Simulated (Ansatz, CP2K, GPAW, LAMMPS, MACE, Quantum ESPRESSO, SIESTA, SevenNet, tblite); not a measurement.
**Other levels on amorphous TiO2 (84 atoms)**

Density of this cell: 3.42 g/cm³. The cell holds 84 atoms: 28 Ti and 56 O. Its edges and angles: a = 10.274 Å, b = 10.274 Å, c = 10.274 Å, α = 90.0°, β = 90.0°, γ = 90.0°. 84 atoms (28 Ti, 56 O) placed at random at 3.55 g/cm³, melted at 5000 K for 10 ps at fixed volume with the Morse and Coulomb pair potential with partial charges (Pedone, Malavasi, Menziani, Cormack and Segre, J. Phys. Chem. B 110, 11780 (2006)). Quenched from 5000 K to 300 K at 10 K/ps and fixed volume, held 10 ps at zero pressure.

Geometry: as built.

The reference, a calculation:

```
method                                           : Kohn-Sham DFT, PBE, SSSP efficiency 1.3.0 pseudopotentials, plane waves (Quantum ESPRESSO 7.5); sssp-pbe-1.3.0-efficiency, cutoffs 60/480 Ry, Γ point
r.m.s. force component                           : 0.7941 eV/Å
longest force                                    : 2.716 eV/Å
pressure                                         : 3.467 GPa
gap (highest filled to lowest empty level) : 2.243 eV
time                                             : 4.5 min on 4 MPI ranks of Arm Neoverse V1, shared host
CPU time                                         : 18 min
```

Runs, in no order:
A. SIESTA PBE, SZP, shift 0.01 Ry, mesh 500 Ry: Kohn-Sham DFT, PBE, PseudoDojo 0.4.1 norm-conserving pseudopotentials (converted to PSML), numerical atomic orbitals (SZP), diagonalisation
B. SIESTA PBE, DZP, shift 0.01 Ry, mesh 500 Ry: Kohn-Sham DFT, PBE, PseudoDojo 0.4.1 norm-conserving pseudopotentials (converted to PSML), numerical atomic orbitals (DZP), diagonalisation
C. tblite GFN1-xTB: GFN1-xTB tight binding, diagonalisation
D. CP2K PBE, DZVP-MOLOPT-SR, 800/50 Ry, OT DIIS: Kohn-Sham DFT, PBE, GTH-PBE pseudopotentials, Gaussian and plane waves, DZVP-MOLOPT-SR-GTH, orbital transformation

Q: Order them from the smallest to the largest r.m.s. force difference.

D, B, A, C.

| run | Δ force, r.m.s. (meV/Å) | share of r.m.s. force (%) | CPU time |
| --- | --- | --- | --- |
| D. CP2K PBE, DZVP-MOLOPT-SR, 800/50 Ry, OT DIIS | 32.9 | 4.14 | 16 min |
| B. SIESTA PBE, DZP, shift 0.01 Ry, mesh 500 Ry | 67.3 | 8.48 | 6.3 min |
| A. SIESTA PBE, SZP, shift 0.01 Ry, mesh 500 Ry | 110 | 13.9 | 4.5 min |
| C. tblite GFN1-xTB | 682 | 85.9 | 5.7 s |

Periodic xTB results under one method name differ between programs and library versions. The network of bonds at the start is that of the classical potential that made the cell, and needn't be the one that DFT or experiment would give. The electronic-structure runs sample only Γ, in a cell whose shortest periodic width is 10 Å.

[Logs are printed without paths, hosts, clocks, repeated set-up lines and the standing remarks that a program may print on its own settings, such as how far it seeks lower states.]

[Hosts, paths, dates, database ids (printed as entryN), source tags and the programs' standing remarks are cut or masked in the printed files.]
